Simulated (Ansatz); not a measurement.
# ZnS (F-43m) in Ansatz: a series of runs

Aim: see how the results for ZnS move with the level of theory and the settings. Levels: PBE, BLYP+D3(BJ), revPBE+D3(BJ). Tasks: single point, relaxation of cell and atoms.

Everything below comes from runs of Ansatz 0.2.0. Logs are shortened: lines on timing, memory, paths and dates and some standing lists are left out, and cuts for length are marked.

**What was measured.**

From “Electronic, vibrational, and thermodynamic properties of ZnS (zincblende and rocksalt structure)”, 2009, arxiv:0911.5022, for a bulk crystal of ZnS at 19 K: band gap 3.85 eV (direct).

The results are compared with them further down.

## Step 1: The crystal as given

It takes space group F-43m (No. 216, cubic). Conventional cell: a = 5.404 Å, b = 5.404 Å, c = 5.404 Å, α = 90.00°, β = 90.00°, γ = 90.00°. Zn (site symmetry -43m) is surrounded by 4 S at 2.34 Å. S (site symmetry -43m) is surrounded by 4 Zn at 2.34 Å.

## Step 2: Single point, PBE

Input file input.yaml:

```yaml
crystal:
  lattice:
    - [0.0, 2.702, 2.702]
    - [2.702, 0.0, 2.702]
    - [2.702, 2.702, 0.0]
  atoms:
    - { symbol: Zn, position: [0.75, 0.75, 0.75] }
    - { symbol: S, position: [0.0, 0.0, 0.0] }
kpoints:
  mp_grid: { grid: [5, 5, 5] }
scf:
  occupations: { method: fermi_dirac, width: 0.04 }
hamiltonian:
  xc: pbe
  pseudopotentials: { kind: all_electron, lapw: { basis_error: 0.003 } }
output:
  forces: true
  stress: true
  eigenvalues: true
```

Potentials or basis: all-electron LAPW, scalar-relativistic.

Run with:

```
> ansatz run input.yaml --threads 1 --pin off --max-ram 3072MiB --backend cpu --events-out ev --progress --plain --runs-dir out
```

The log of the run:

```text
Warning: RAYON_NUM_THREADS=1 ignored (pool sized by the plan → 1); use --threads N
LAPW: plane waves up to 8.000 Å⁻¹, error target 3.0e-3 eV per atom; small_component_spin mean_spin; S in spheres of 1.032 Å, 14 of its electrons in bands, Dirac shells []; Zn in spheres of 1.308 Å, 20 of its electrons in bands, Dirac shells [] (how accurate: hamiltonian.pseudopotentials.lapw.basis_error, Limitations)
Engine: ansatz 0.2.0, x86_64-unknown-linux-gnu
Pseudopotentials: kind: all_electron
Pseudopotential: Zn, LAPW, valence charge 20, lapw/all_electron/scalar/gaussian/Zn, Koelling and Harmon's equation, gaussian nucleus
Pseudopotential: S, LAPW, valence charge 14, lapw/all_electron/scalar/gaussian/S, Koelling and Harmon's equation, gaussian nucleus
Functional definition: PBE
  parameter kappa = 0.804
  parameter beta = 0.06672455060314922
  exchange = pbe_x(kappa = kappa, mu = beta*pi^2/3)
  correlation = pbe_c(beta = beta)
Crystal: 2 atoms, lattice volume = 39.454 Å³
Basis set: ecut = 243.82207789735435 eV, 331 PW (Γ), exchange–correlation at level 2
Bands: 21, of which v1, the nominal top of the filled ones, is band 17 counted from 1 (16 counted from 0)
Symmetry: 24 space group operations
Space group: F-43m (ITA 216), of the structure as read, at distance tolerance 3.4e-5 Å
k-points: 10 of 125 (time reversal used)
Non-local potential: Zn, projectors of the file, none
Non-local potential: S, projectors of the file, none
Initial density: superposition of atomic densities (chi_scale 0.1, normalization cell, long waves kept (reshape's long-wave potential 0.00 eV rms))
Initial wavefunctions: plane waves of lowest kinetic energy (no species holds an atomic orbital)
Functional: x = pbe(κ = 0.804, μ = 0.2195149727645171), c = pbe(β = 0.06672455060314922)
iter 1 solved again at ethr=3.10e-3 eV; its pass at ethr=1.00e-1 eV (dr2=1.05e0 eV) is discarded
SCF iter   1: F=—  HF=-59737.752975 eV  |F-HF|=—  |Δ(HF+E_count)|=         —  Δρ=4.03e-2  dr2=1.06e0  ethr=3.10e-3  ⟨swp⟩=2.0  Hψ=1427  notcnv=0
preconditioner: auto → none  [insulator: Δε(μ)=2.380 eV  Ē_g=11.621 eV  σ=0.040 eV  W_gap=1.00  n_scr=14 (ndim 8)  ℏωp=25.1 eV  f_vac=0.110  D(μ)=0.00/eV (n_scr^D=0)  ε∞_Penn≈5.7]
iter 2 solved again at ethr=1.49e-4 eV; its pass at ethr=3.10e-3 eV (dr2=5.07e-2 eV) is discarded
SCF iter   2: F=—  HF=-59737.417329 eV  |F-HF|=—  |Δ(HF+E_count)|=   3.36e-1  Δρ=1.33e-2  dr2=5.06e-2  ethr=1.49e-4  ⟨swp⟩=2.0  Hψ=1104  notcnv=0
SCF iter   3: F=—  HF=-59737.326736 eV  |F-HF|=—  |Δ(HF+E_count)|=   9.06e-2  Δρ=7.59e-3  dr2=1.56e-2  ethr=1.49e-4  ⟨swp⟩=3.0  Hψ=645  notcnv=0
SCF iter   4: F=—  HF=-59737.319093 eV  |F-HF|=—  |Δ(HF+E_count)|=         —  Δρ=3.75e-3  dr2=3.83e-3  ethr=4.59e-5  ⟨swp⟩=2.0  Hψ=603  notcnv=0
the basis was enlarged: its passes take 28.4 KiB over the memory plan, 1 of 1 planned eigensolver slots
SCF iter   5: F=—  HF=-59737.319427 eV  |F-HF|=—  |Δ(HF+E_count)|=   3.34e-4  Δρ=6.90e-4  dr2=1.25e-4  ethr=1.13e-5  ⟨swp⟩=2.0  Hψ=586  notcnv=0
SCF iter   6: F=—  HF=-59737.319492 eV  |F-HF|=—  |Δ(HF+E_count)|=   6.48e-5  Δρ=7.90e-5  dr2=1.69e-6  ethr=3.68e-7  ⟨swp⟩=2.7  Hψ=588  notcnv=0
SCF iter   7: F=-59737.319495 eV  HF=-59737.319495 eV  |F-HF|=4.98e-9  |Δ(HF+E_count)|=   3.25e-6  Δρ=4.36e-6  dr2=8.42e-9  ethr=4.97e-9  ⟨swp⟩=3.0  Hψ=628  notcnv=0
SCF 1 converged in 7 iterations: F = -59737.319495 eV  dr2 = 8.42e-9
SCF converged after 7 iterations
Free energy (F): -59737.319495 eV
Harris-Foulkes:  -59737.319495 eV  (|F-HF|=4.98e-9)
Internal energy: -59737.319495 eV  (E = F + TS)
E sigma→0 (E₀):  -59737.319495 eV
Fermi energy:    8.394902 eV
--- Per-component energies (eV) ---
  E_band       = -1880.025714
  E_kinetic    = 60684.829125
  E_xc         = -2649.023456
  E_electrostatic = -117773.125164  (all electrons and nuclei)
  E_smearing   = -0.000000  (= −TS)
  E_closure    = 0.000000  (closes the sum)
  E_atoms      = -59730.497347  (free atoms, spherical and without spin; not in F)
  Σ components = -59737.319495   (vs F -59737.319495, Δ=0.00e0)
  Basis errors (estimates in eV, not in F): energy 1.3e-3 per atom: plane waves 1.2e-3 (7.3e-4 summed), levels above the bands 3.0e-87, relativity 1.6e-7, radial functions 1.4e-4, core shells 9.4e-11; eigenvalues (radial functions only) 5.9e-6; not estimated: angular momenta, meshes, grids; target (lapw.basis_error) 3.0e-3; muffin-tin radii S 1.032 Å, Zn 1.308 Å
--- Forces (eV/Å), atoms counted from 1 ---
  atom   1  Zn    -0.00000000     0.00000000    -0.00000000
  atom   2  S      0.00000000    -0.00000000    -0.00000000
  max |Σ_I F_I| component: 6.01e-17 eV/Å
--- Stress (GPa, compression-positive) ---
        1.693421      -0.000000      -0.000000
       -0.000000       1.693421       0.000000
       -0.000000       0.000000       1.693421
  P = ⅓ Tr σ = 1.6934 GPa (16.934 kbar)
--- Band table (eV; the first three rows and the last of 10) ---
  k-point 0: bands = ["-197.3307", "-142.1026", "-142.1026", "-142.1026", "-117.5442", "-71.7135", "-71.7135", "-71.7135", "-5.8212", "0.9772", "0.9772", "0.9772", "1.4755", "1.4755", "7.3181", "7.3181", "7.3181", "9.4277", "13.6860", "13.6860", "13.6860"]
  k-point 1: bands = ["-197.3307", "-142.1026", "-142.1026", "-142.1026", "-117.5442", "-71.7135", "-71.7135", "-71.7135", "-5.5368", "0.9951", "1.0251", "1.0251", "1.4743", "1.4743", "5.1716", "6.9849", "6.9849", "10.6899", "13.8343", "14.1937", "14.1937"]
  k-point 2: bands = ["-197.3307", "-142.1026", "-142.1026", "-142.1026", "-117.5442", "-71.7136", "-71.7135", "-71.7135", "-4.9978", "1.0851", "1.0851", "1.3225", "1.4978", "1.4978", "2.7076", "6.5244", "6.5244", "10.6755", "14.2697", "14.2697", "15.7849"]
  k-point 9: bands = ["-197.3307", "-142.1026", "-142.1026", "-142.1026", "-117.5442", "-71.7136", "-71.7136", "-71.7135", "-4.6633", "1.1004", "1.2050", "1.3674", "1.4905", "1.7099", "2.9049", "4.5052", "5.2823", "12.7787", "13.0063", "14.5115", "17.1799"]
```

Run time: 1 s. Hardware: 1 thread of AMD EPYC 9R45 (Zen 5), shared host; peak memory 0.27 GiB.

What came out:

| Quantity | Value |
| --- | --- |
| Free energy | -59737.3195 eV |
| Pressure | 1.7 GPa |
| Band gap on the k mesh | 2.11 eV, direct |

## Step 3: Single point, PBE

Input file input.yaml:

```yaml
crystal:
  lattice:
    - [0.0, 2.702, 2.702]
    - [2.702, 0.0, 2.702]
    - [2.702, 2.702, 0.0]
  atoms:
    - { symbol: Zn, position: [0.75, 0.75, 0.75] }
    - { symbol: S, position: [0.0, 0.0, 0.0] }
kpoints:
  mp_grid: { grid: [9, 9, 9] }
scf:
  occupations: { method: gaussian, width: 0.019 }
hamiltonian:
  xc: pbe
  pseudopotentials: { kind: all_electron, lapw: { basis_error: 0.001 } }
output:
  forces: true
  stress: true
  eigenvalues: true
```

Potentials or basis: all-electron LAPW, scalar-relativistic.

Run with:

```
> ansatz run input.yaml --threads 1 --pin off --max-ram 3072MiB --backend cpu --events-out ev --progress --plain --runs-dir out
```

It took 3.3 s on 1 thread of AMD EPYC 9R45 (Zen 5), shared host; peak memory 0.32 GiB.

Results (log left out):

```yaml
Free_energy: -59737.3323 eV
Pressure: 1.6 GPa
Band_gap_on_the_k_mesh: 2.11 eV, direct
```

Levels at points of the mesh, in eV from the valence-band top:
```csv
k point,band 13,band 14,band 15,band 16,band 17,band 18,band 19,band 20,band 21
"(0.00, 0.00, 0.00)",-5.83,-5.83,0.00,0.00,0.00,2.11,6.37,6.37,6.37
```

## Step 4: Relaxation of cell and atoms, BLYP+D3(BJ)

Changes to input.yaml since step 3:

```diff
@@ -11,5 +11,6 @@
 scf:
-  occupations: { method: gaussian, width: 0.019 }
+  occupations: { method: fermi_dirac, width: 0.05 }
 hamiltonian:
-  xc: pbe
+  xc: blyp
+  dispersion: d3bj
   pseudopotentials: { kind: all_electron, lapw: { basis_error: 0.001 } }
@@ -18,2 +19,5 @@
   stress: true
-  eigenvalues: true
+relax:
+  f_tol: 0.005
+  max_steps: 60
+  cell: {}
```

Run with:

```
> ansatz run input.yaml --threads 1 --pin off --max-ram 3072MiB --backend cpu --events-out ev --progress --plain --runs-dir out
```

It took 8 s on 1 thread of AMD EPYC 9R45 (Zen 5), shared host; peak memory 0.31 GiB.

It converged, with:

* Free energy: -59752.7548 eV
* Relaxed volume: 19.52 Å³/atom
* Relaxed cell: a = 3.808 Å, b = 3.808 Å, c = 3.808 Å, α = 60.00°, β = 60.00°, γ = 60.00°
* Space group after relaxing (to 0.05 Å): F-43m (No. 216)
* Energy gained by relaxing: 0.5 meV/atom
* Ionic steps: 4
* Pressure after relaxing: 0.0 GPa
* Band gap on the k mesh: 2.14 eV

Step by step:
```tsv
step	energy change (eV)	largest force (eV/Å)	volume (Å³)
1	0.0000	0.0000	39.45
2	-0.0008	0.0000	39.22
3	-0.0010	0.0000	39.04
4	-0.0010	0.0000	39.04
```

Final structure:
```cif
data_structure
_symmetry_space_group_name_H-M 'P 1'
_symmetry_Int_Tables_number 1
_cell_length_a 3.8078
_cell_length_b 3.8078
_cell_length_c 3.8078
_cell_angle_alpha 60.000
_cell_angle_beta 60.000
_cell_angle_gamma 60.000
_cell_volume 39.04
loop_
_atom_site_label
_atom_site_type_symbol
_atom_site_fract_x
_atom_site_fract_y
_atom_site_fract_z
_atom_site_occupancy
Zn1 Zn 0.75000 0.75000 0.75000 1
S1 S 0.00000 0.00000 0.00000 1
```

Caveat: an odd mesh through Γ misses points on the zone boundary, where band edges often lie.

## Step 5: Relaxation of cell and atoms, revPBE+D3(BJ)

Changes to input.yaml since step 4:

```diff
@@ -13,3 +13,3 @@
 hamiltonian:
-  xc: blyp
+  xc: revpbe
   dispersion: d3bj
@@ -20,3 +20,3 @@
 relax:
-  f_tol: 0.005
+  f_tol: 0.01
   max_steps: 60
```

Run with:

```
> ansatz run input.yaml --threads 1 --pin off --max-ram 3072MiB --backend cpu --events-out ev --progress --plain --runs-dir out
```

It took 9.8 s on 1 thread of AMD EPYC 9R45 (Zen 5), shared host; peak memory 0.34 GiB.

It converged, with:

```
Free energy                            : -59744.8911 eV
Relaxed volume                         : 19.15 Å³/atom
Relaxed cell                           : a = 3.784 Å, b = 3.784 Å, c = 3.784 Å, α = 60.00°, β = 60.00°, γ = 60.00°
Space group after relaxing (to 0.05 Å) : F-43m (No. 216)
Energy gained by relaxing              : 4.0 meV/atom
Ionic steps                            : 5
Pressure after relaxing                : 0.0 GPa
Band gap on the k mesh                 : 2.37 eV
```

The path:
```csv
step,energy change (eV),largest force (eV/Å),volume (Å³)
1,0.0000,0.0000,39.45
2,-0.0064,0.0000,38.80
3,-0.0079,0.0000,38.28
4,-0.0079,0.0000,38.31
5,-0.0079,0.0000,38.31
```

Final structure:
```
CELL_PARAMETERS angstrom
0.00000 2.67559 2.67559
2.67559 0.00000 2.67559
2.67559 2.67559 0.00000
ATOMIC_POSITIONS crystal
Zn 0.75000 0.75000 0.75000
S 0.00000 0.00000 0.00000
```

Caveat: an odd mesh through Γ misses points on the zone boundary, where band edges often lie. revPBE gaps usually lie below the measured ones, often by a third to a half.

## Step 6: The runs side by side

| task | level | cell | k mesh | cutoff (eV) | smearing | basis error allowed | gap on the mesh (eV) | pressure (GPa) | relaxed volume (Å³/atom) |
| --- | --- | --- | --- | --- | --- | --- | --- | --- | --- |
| single point | PBE | as given | 5 × 5 × 5 | 244 | fermi-dirac 0.04 eV | 0.003 eV/atom | 2.11 | 1.7 | - |
| single point | PBE | as given | 9 × 9 × 9 | 280 | gaussian 0.019 eV | 0.001 eV/atom | 2.11 | 1.6 | - |
| relaxation of cell and atoms | BLYP+D3(BJ) | relaxed | 9 × 9 × 9 | - | fermi-dirac 0.05 eV | 0.001 eV/atom | 2.14 | 0.0 | 19.52 |
| relaxation of cell and atoms | revPBE+D3(BJ) | relaxed | 9 × 9 × 9 | - | fermi-dirac 0.05 eV | 0.001 eV/atom | 2.37 | 0.0 | 19.15 |

Alike in all rows: potentials or basis all-electron LAPW, scalar-relativistic; no spin polarisation.

Caveats: an odd mesh through Γ misses points on the zone boundary, where band edges often lie (some runs).

Compare energies only between runs with the same functional and basis.

## Step 7: How close it comes

Step 2. Measured gap of ZnS: 3.85 eV (direct; 19 K; quoted in “Electronic, vibrational, and thermodynamic properties of ZnS (zincblende and rocksalt structure)”, 2009, arxiv:0911.5022). This calculation gives 2.11 eV (-1.74 eV). The value is that of PBE, without temperature or zero-point motion. Semilocal functionals fall short of measured gaps as a rule.

Step 3. Against the measured gap of ZnS, 3.85 eV (direct; 19 K; quoted in “Electronic, vibrational, and thermodynamic properties of ZnS (zincblende and rocksalt structure)”, 2009, arxiv:0911.5022), the calculated 2.11 eV is off by -1.74 eV. The value is that of PBE, without temperature or zero-point motion. Semilocal functionals fall short of measured gaps as a rule.
